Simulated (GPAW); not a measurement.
# WS2 in GPAW: a series of runs

Aim: see how the results for WS2 move with the level of theory and the settings. Levels: PBEsol+U, LDA. Tasks: single point.

Everything below comes from runs of GPAW 26.7.0. Logs are shortened: lines on timing, memory, paths and dates and some standing lists are left out, and cuts for length are marked. The log counts tension as positive stress, the text compression.

### 1 The structure

The cell holds a slab with vacuum, 3 atoms: a = 3.184 Å, b = 3.184 Å, c = 16.951 Å, α = 90.00°, β = 90.00°, γ = 120.00°.

### 2 Single point, PBEsol+U

run.py

```python
from ase.dft.bandgap import bandgap
from ase.io import write
from ase.spacegroup import crystal
from ase.units import GPa
from gpaw import GPAW, PW, setup_paths

setup_paths.insert(0, '.')

# W 1a
# S 2h
atoms = crystal(['W', 'S'],
                basis=[[0.0, 0.0, 0.0],
                       [0.3333333333, 0.6666666667, 0.09200051]],
                spacegroup=187, setting=1,  # P-6m2
                cellpar=[3.18351636, 3.18351636, 16.95057789, 90.0, 90.0, 120.0],
                primitive_cell=True)

calc = GPAW(mode=PW(500),
            xc='PBEsol',
            kpts={'size': (8, 8, 2), 'gamma': True},
            occupations={'name': 'fermi-dirac', 'width': 0.05},
            setups={'W': ':d,6.0'},
            nbands=25,
            maxiter=120,
            txt='gpaw.txt')
atoms.calc = calc
energy = atoms.get_potential_energy()
forces = atoms.get_forces()
stress = atoms.get_stress()
calc.write('gs.gpw')
write('result.traj', atoms)
print(f'Energy: {energy:.6f} eV')
print('Forces (eV/A):')
print(forces.round(4))
print('Stress (GPa):', (stress / GPa).round(3))
print('Fermi level:', round(calc.get_fermi_level(), 4), 'eV')
print(f'Gap: {bandgap(calc)[0]:.4f} eV, direct: {bandgap(calc, direct=True)[0]:.4f} eV')
```

Potentials or basis: PAW data sets generated in the run's folder for this functional, pw.

Command:

```console
$ gpaw-setup -f PBEsol S W
$ OMP_NUM_THREADS=1 python run.py
```

gpaw.txt:

```text
__  _  _
 | _ |_)|_||  |
 |__||  | ||/\| - 26.7.0

Input parameters:
  mode=PW(ecut=500.0),
  kpts=MonkhorstPack(size=(8, 8, 2), gamma=True),
  maxiter=120,
  nbands=25,
  occupations=Occupations(name='fermi-dirac', width=0.05),
  setups={'W': ':d,6.0'},
  xc=XC(name='PBEsol')

Diagonalizing LCAO Hamiltonian
Converting LCAO to pw mode

         S

         S

       W

Atoms  # Å, Bohr magnetons
|   | symbol |         x |        y |         z |    initial magnetic moments |
|---|--------|-----------|----------|-----------|-----------------------------|
| 0 |      W |  0.000000 | 0.000000 |  0.000000 | ( 0.0000,  0.0000,  0.0000) |
| 1 |      S | -0.000000 | 1.838004 |  1.559462 | ( 0.0000,  0.0000,  0.0000) |
| 2 |      S | -0.000000 | 1.838004 | 15.391116 | ( 0.0000,  0.0000,  0.0000) |

Unit cell  # Å
| periodic |         x |        y |         z |   lengths |     angles |
|----------|-----------|----------|-----------|-----------|------------|
|      yes |  3.183516 | 0.000000 |  0.000000 |  3.183516 |  90.000000 |
|      yes | -1.591758 | 2.757006 |  0.000000 |  3.183516 |  90.000000 |
|      yes |  0.000000 | 0.000000 | 16.950578 | 16.950578 | 120.000000 |

Number of symmetries: 12
Symmetry operations  # r_c * U_cc + t_c -> r_c
|    | kind |            matrix            |
|----|------|------------------------------|
|  0 |  σ   |  1, 1, 0,  0,-1, 0,  0, 0, 1 |
|  1 |  C2  |  1, 1, 0,  0,-1, 0,  0, 0,-1 |
|  2 |  E   |  1, 0, 0,  0, 1, 0,  0, 0, 1 |
|  3 |  σ   |  1, 0, 0,  0, 1, 0,  0, 0,-1 |
|  4 |  C3  |  0, 1, 0, -1,-1, 0,  0, 0, 1 |
|  5 |  S3  |  0, 1, 0, -1,-1, 0,  0, 0,-1 |
|  6 |  σ   |  0,-1, 0, -1, 0, 0,  0, 0, 1 |
|  7 |  C2  |  0,-1, 0, -1, 0, 0,  0, 0,-1 |
|  8 |  σ   | -1, 0, 0,  1, 1, 0,  0, 0, 1 |
|  9 |  C2  | -1, 0, 0,  1, 1, 0,  0, 0,-1 |
| 10 |  C3  | -1,-1, 0,  1, 0, 0,  0, 0, 1 |
| 11 |  S3  | -1,-1, 0,  1, 0, 0,  0, 0,-1 |

BZ-sampling:
  Number of BZ points: 128
  Number of IBZ points: 20

  Monkhorst-Pack size: [8, 8, 2]
  Monkhorst-Pack shift: [0.0625, 0.0625, 0.25]

K-points  # in reciprocal-cell coordinates
|     |                                coordinates |     weight |
|-----|--------------------------------------------|------------|
|   0 | (  0.00000000,   0.00000000,   0.00000000) | 0.00781250 |
|   1 | (  0.00000000,   0.00000000,   0.50000000) | 0.00781250 |
|   2 | (  0.12500000,   0.00000000,   0.00000000) | 0.04687500 |
|   3 | (  0.12500000,   0.00000000,   0.50000000) | 0.04687500 |
|   4 | (  0.25000000,  -0.12500000,   0.00000000) | 0.04687500 |
|   5 | (  0.25000000,  -0.12500000,   0.50000000) | 0.04687500 |
|   6 | (  0.25000000,   0.00000000,   0.00000000) | 0.04687500 |
|   7 | (  0.25000000,   0.00000000,   0.50000000) | 0.04687500 |
|   8 | (  0.37500000,  -0.12500000,   0.00000000) | 0.09375000 |
|   9 | (  0.37500000,  -0.12500000,   0.50000000) | 0.09375000 |
| ... |                                            |            |
|  19 | (  0.50000000,   0.50000000,   0.50000000) | 0.02343750 |

Plane wave coefficients: 3806
Cutoff: 500.0 eV

Spin-components: 1 (collinear spins)
Bands:           25
Projectors:      16
Spin-degeneracy: 2
Datatype:        complex128

Parallelization:
  kpt:    1
  domain: 1
  band:   1

Density:
  Valence electrons: 26.0
  Components: 1
  Grid points: [18 18 90]
  Charge: 0.0  # |e|

Potential:
  Grid points: [18 18 90]

species:
  W:
    name:    Tungsten
    Z:       74.0
    valence: 14
    core:    60
    charge:  0.0  # [|e|]
    Hubbard: {U: 6.0,  # eV
              l: 2,
              scale: True}
    compensation charges:
      type: gauss
      rc: 0.40  # [Å]
      lmax: 2
    cutoffs:
      filter: 2.36  # [Å]
      core: 3.02  # [Å]
    projectors
    | kind |    occ | energy [eV] | rcut [Å] |
    |------|--------|-------------|----------|
    |   5s |  2.000 |     -78.864 |    1.344 |
    |   6s |  2.000 |      -5.730 |    1.344 |
    |   5p |  6.000 |     -43.252 |    1.355 |
    |   6p |  0.000 |      -1.338 |    1.355 |
    |   5d |  4.000 |      -4.526 |    1.228 |
    |    d |        |      22.686 |    1.228 |

    Using partial waves for W as LCAO basis

  S:
    name:    Sulfur
    Z:       16.0
    valence: 6
    core:    10
    charge:  0.0  # [|e|]
    compensation charges:
      type: gauss
      rc: 0.24  # [Å]
      lmax: 2
    cutoffs:
      filter: 1.77  # [Å]
      core: 1.66  # [Å]
    projectors
    | kind |    occ | energy [eV] | rcut [Å] |
    |------|--------|-------------|----------|
    |   3s |  2.000 |     -17.192 |    0.974 |
    |   3p |  4.000 |      -6.978 |    0.979 |
    |    s |        |      10.020 |    0.974 |
    |    p |        |      20.234 |    0.979 |
    |    d |        |       0.000 |    0.900 |

    Using partial waves for S as LCAO basis

Reference energy: -460323.169833  # eV

eigensolver:
  PPCG
  Converge bands: occupied
  niter=2

density mixing:
  MSR1-Mixer
  Pratt-step length: 0.05
  Maximum mixing coefficient: 0.75
  Old densities: 10
  SVD Regularization: 0.005
  Good broyden scale: 1.0
  Trust region scale: 1.0
  Backstep threshold: 4.0
  History deletion threshold: 6.0
  Fourier metric: weight=20.0, sigma=0.015

occupation numbers:
  Fermi-Dirac:
    width: 0.0500  # eV

poisson solver:
  ecut: 4000.0  # eV

xc functional:
  name: PBEsol with 2 nearest neighbor stencil

convergence criteria:
- Maximum [total energy] change in last 3 cyles: 0.0005 eV / valence electron
- Maximum integral of absolute [dens]ity change: 0.0001 electrons / valence electron
- Maximum integral of absolute [eigenst]ate change: 4e-08 eV^2 / valence electron
maximum number of iterations: 120

SCF iterations
|iter     | |      energy | eigst |  dens |
|---------|-|-------------|-------|-------|
|iter:   1| |  -17.103312 | +0.20 |       |
|iter:   2| |  -16.986338 | -1.51 | -1.11 |
|iter:   3| |  -16.546461 | -1.45 | -1.16 |
|iter:   4| |  -16.529485 | -2.16 | -1.57 |
|iter:   5| |  -16.528471 | -3.08 | -1.87 |
|iter:   6| |  -16.531151c| -3.42 | -2.14 |
|iter:   7| |  -16.533381c| -4.27 | -2.93 |
|iter:   8| |  -16.535952c| -4.06 | -3.13 |
|iter:   9| |  -16.536855c| -3.95 | -3.25 |
|iter:  10| |  -16.536931c| -5.32 | -3.57 |
|iter:  11| |  -16.536951c| -6.13 | -3.99 |
|iter:  12| |  -16.536951c| -7.00 | -4.42c|
|iter:  13| |  -16.536951c| -7.58c| -4.88c|

Converged in 13 steps
Energy contributions relative to reference atoms: (reference = -460323.169833)

Energy contributions:
  Kinetic:           9.771152
  Coulomb:         -12.627336
  Zero:              0.138452
  External:          0.000000
  Xc:              -13.819219
  Entropy:          -0.000000
  Spinorbit:         0.000000
  ----------------------------
  Free energy:     -16.536951
  Extrapolated:    -16.536951

dipole moment: (-9.407941, -8.301580, -63.325933)  # |e|*Ang

Fermi level: -0.110
Eigenvalues  # (at kpt = [0.000, 0.000, 0.000])
| band index |      eig [eV] | occ [0-2] |
|------------|---------------|-----------|
|          0 |       -75.212 |     2.000 |
|        ... |               |           |
|          5 |       -13.888 |     2.000 |
|          6 |        -7.348 |     2.000 |
|          7 |        -3.596 |     2.000 |
|          8 |        -3.596 |     2.000 |
|          9 |        -2.874 |     2.000 |
|         10 |        -2.236 |     2.000 |
[... 8 lines left out ...]
|         19 |         4.865 |     0.000 |
|         20 |         5.961 |     0.000 |
|        ... |               |           |
|         24 |         9.586 |     0.000 |

Gap: 1.743 eV
Transition (v -> c):
  (s=0, k=12, n=12, [0.38, 0.38, 0.00]) -> (s=0, k=13, n=13, [0.38, 0.38, 0.50])
Direct/indirect transitions are different
Direct gap: 1.743 eV
Transition at: (s=0, k=12, n=12, [0.38, 0.38, 0.00])

Forces  # eV/Ang
|        x |        y |        z |
|----------|----------|----------|
| -0.00000 | -0.00000 |  0.00000 |  # W    0
| -0.00000 | -0.00000 |  0.19610 |  # S    1
| -0.00000 | -0.00000 | -0.19610 |  # S    2

Stress tensor  # eV/Ang^3
|        x |        y |         z |
|----------|----------|-----------|
| 0.001343 | 0.000000 |  0.000000 |
| 0.000000 | 0.001343 |  0.000000 |
| 0.000000 | 0.000000 | -0.003832 |

# Writing to gs.gpw (mode='')
```

stdout:

```text
Energy: -16.536951 eV
Forces (eV/A):
[[-0.     -0.      0.    ]
 [-0.     -0.      0.1961]
 [-0.     -0.     -0.1961]]
Stress (GPa): [ 0.215  0.215 -0.614  0.     0.     0.   ]
Fermi level: -0.1098 eV
Gap: 1.7427 eV, direct: 1.7427 eV
```

Run time: 45 s. Hardware: 1 thread of Arm Neoverse V2, shared host; peak memory 0.22 GiB.

Results:

* Free energy: -16.5370 eV
* Largest force: 0.196 eV/Å
* Band gap on the k mesh: 1.74 eV, direct

Forces in eV/Å, atoms in the order of the input:
```
W    0.000  0.000  0.000
S    0.000  0.000  0.196
S    0.000  0.000 -0.196
```

Stress tensor (GPa, compression positive):
```
-0.22  0.00  0.00
 0.00 -0.22  0.00
 0.00  0.00  0.61
```

Caveat: the cutoff is short for stress and forces, so pressures can be off by a GPa or more; spin-orbit coupling is left out, which moves the levels of the heavy elements.

### 3 Single point, LDA

run.py

```python
from ase.dft.bandgap import bandgap
from ase.io import read, write
from ase.units import GPa
from gpaw import GPAW, PW

atoms = read('POSCAR')

calc = GPAW(mode=PW(450),
            xc='LDA',
            kpts={'size': (8, 8, 2), 'gamma': True},
            occupations={'name': 'fermi-dirac', 'width': 0.05},
            nbands=25,
            maxiter=120,
            txt='gpaw.txt')
atoms.calc = calc
energy = atoms.get_potential_energy()
forces = atoms.get_forces()
stress = atoms.get_stress()
calc.write('gs.gpw')
write('result.traj', atoms)
print(f'Energy: {energy:.6f} eV')
print('Forces (eV/A):')
print(forces.round(4))
print('Stress (GPa):', (stress / GPa).round(3))
print('Fermi level:', round(calc.get_fermi_level(), 4), 'eV')
print(f'Gap: {bandgap(calc)[0]:.4f} eV, direct: {bandgap(calc, direct=True)[0]:.4f} eV')
```

POSCAR

```
WS2
1.0
    3.1835163552      0.0000000000      0.0000000000
   -1.5917581776      2.7570060369      0.0000000000
    0.0000000000      0.0000000000     16.9505778900
W S
1 2
Direct
    0.0000000000      0.0000000000      0.0000000000
    0.3333333333      0.6666666667      0.0920005100
    0.3333333333      0.6666666667      0.9079994900
```

Potentials or basis: the program's PAW data sets (release 1.2.1) made for this functional, pw.

Command:

```console
$ OMP_NUM_THREADS=1 python run.py
```

gpaw.txt:

```text
__  _  _
 | _ |_)|_||  |
 |__||  | ||/\| - 26.7.0

Input parameters:
  mode=PW(ecut=450.00000000000006),
  kpts=MonkhorstPack(size=(8, 8, 2), gamma=True),
  maxiter=120,
  nbands=25,
  occupations=Occupations(name='fermi-dirac', width=0.05),
  xc=XC(name='LDA')

Diagonalizing LCAO Hamiltonian
Converting LCAO to pw mode

         S

         S

       W

Atoms  # Å, Bohr magnetons
|   | symbol |         x |        y |         z |    initial magnetic moments |
|---|--------|-----------|----------|-----------|-----------------------------|
| 0 |      W |  0.000000 | 0.000000 |  0.000000 | ( 0.0000,  0.0000,  0.0000) |
| 1 |      S | -0.000000 | 1.838004 |  1.559462 | ( 0.0000,  0.0000,  0.0000) |
| 2 |      S | -0.000000 | 1.838004 | 15.391116 | ( 0.0000,  0.0000,  0.0000) |

Unit cell  # Å
| periodic |         x |        y |         z |   lengths |     angles |
|----------|-----------|----------|-----------|-----------|------------|
[... 174 lines left out ...]
  Zero:              0.003382
  External:          0.000000
  Xc:              -22.336854
  Entropy:          -0.000000
  Spinorbit:         0.000000
  ----------------------------
  Free energy:     -24.798849
  Extrapolated:    -24.798849

dipole moment: (-9.449741, -8.260448, -63.247552)  # |e|*Ang

Fermi level: -0.026
Eigenvalues  # (at kpt = [0.000, 0.000, 0.000])
| band index |      eig [eV] | occ [0-2] |
|------------|---------------|-----------|
|          0 |       -74.767 |     2.000 |
|        ... |               |           |
|          5 |       -14.020 |     2.000 |
|          6 |        -7.308 |     2.000 |
|          7 |        -3.892 |     2.000 |
|          8 |        -3.892 |     2.000 |
|          9 |        -3.054 |     2.000 |
|         10 |        -2.642 |     2.000 |
[... 8 lines left out ...]
|         19 |         4.710 |     0.000 |
|         20 |         5.848 |     0.000 |
|        ... |               |           |
|         24 |         9.449 |     0.000 |

Gap: 2.042 eV
Transition (v -> c):
  (s=0, k=1, n=12, [0.00, 0.00, 0.50]) -> (s=0, k=12, n=13, [0.38, 0.38, 0.00])
Direct/indirect transitions are different
Direct gap: 2.234 eV
Transition at: (s=0, k=12, n=12, [0.38, 0.38, 0.00])

Forces  # eV/Ang
|        x |       y |        z |
|----------|---------|----------|
| -0.00000 | 0.00000 |  0.00000 |  # W    0
|  0.00000 | 0.00000 | -0.45258 |  # S    1
|  0.00000 | 0.00000 |  0.45258 |  # S    2

Stress tensor  # eV/Ang^3
|         x |         y |        z |
|-----------|-----------|----------|
|  0.016567 | -0.000000 | 0.000000 |
| -0.000000 |  0.016567 | 0.000000 |
|  0.000000 |  0.000000 | 0.010015 |

# Writing to gs.gpw (mode='')
```

Wall time 16 s (1 thread of INTEL XEON PLATINUM 8581C at 2.10GHz (Emerald Rapids), shared host); peak memory 0.19 GiB.

What came out:

```yaml
Free_energy: -24.7988 eV
Largest_force: 0.453 eV/Å
Band_gap_on_the_k_mesh: 2.04 eV, indirect (least direct gap 2.23 eV)
```

Forces in eV/Å, atoms in the order of the input:
```
W    0.000  0.000  0.000
S    0.000  0.000 -0.453
S    0.000  0.000  0.453
```

Stress tensor (GPa, compression positive):
```
-2.65  0.00  0.00
 0.00 -2.65  0.00
 0.00  0.00 -1.60
```

Caveat: the cutoff is short for stress and forces, so pressures can be off by a GPa or more; spin-orbit coupling is left out, which moves the levels of the heavy elements. As with any semilocal functional, this LDA gap is likely too small.
